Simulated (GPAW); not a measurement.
Records of electronic-structure calculations.

## Quasiparticle gap of KI (Fm-3m) in GPAW

The structure is cubic, space group Fm-3m (No. 225). The conventional cell has a = 7.066 Å, b = 7.066 Å, c = 7.066 Å, α = 90.00°, β = 90.00°, γ = 90.00°. Nearest to K lie 6 I at 3.53 Å. I has 6 K at 3.53 Å nearest. Farther neighbours and most contacts between anions are not listed.

| Item | Value |
| --- | --- |
| method | DFT, PBE, plane waves, PAW (and 1 further level or step) |
| program | GPAW 26.7.0 |
| settings of one run | cutoff 450 eV, GPAW PAW setups 1.2.1 data release, 4×4×4 k-mesh, nbands 1321 |
| cost | 4 runs, 9.3 min in all on 4 MPI ranks of Intel Xeon 6975P-C (Granite Rapids), shared host (the runs of this entry) |
| notes | The cell and positions come from the Crystallography Open Database and are kept as given unless a step says otherwise. Limits: no spin-orbit coupling. Bands and cutoff are finite, so the gap is not at the basis limit. The miss can reach some tenths of an eV and take either sign; the mesh is an error of its own. |
| PBE gap | 3.98 eV, direct |
| G0W0 gap on the mesh | 6.15 eV |
| GW settings | 4×4×4 mesh, 609 bands, screening to 210 eV, Godby-Needs plasmon pole |
| known limits | not at the basis limit; no spin-orbit coupling |

G0W0 moves the gap on the mesh from 3.98 eV to 6.15 eV (+2.17 eV), with Z of 0.82 and 0.86 at the edges. Only 1 of the mesh's irreducible points was corrected, so a valley elsewhere could overtake.

[Runs of the session that timed out or met a known fault of the program may be left out.]

[Hosts, paths, dates, database ids (printed as entryN), source tags and the programs' standing remarks are cut or masked in the printed files.]
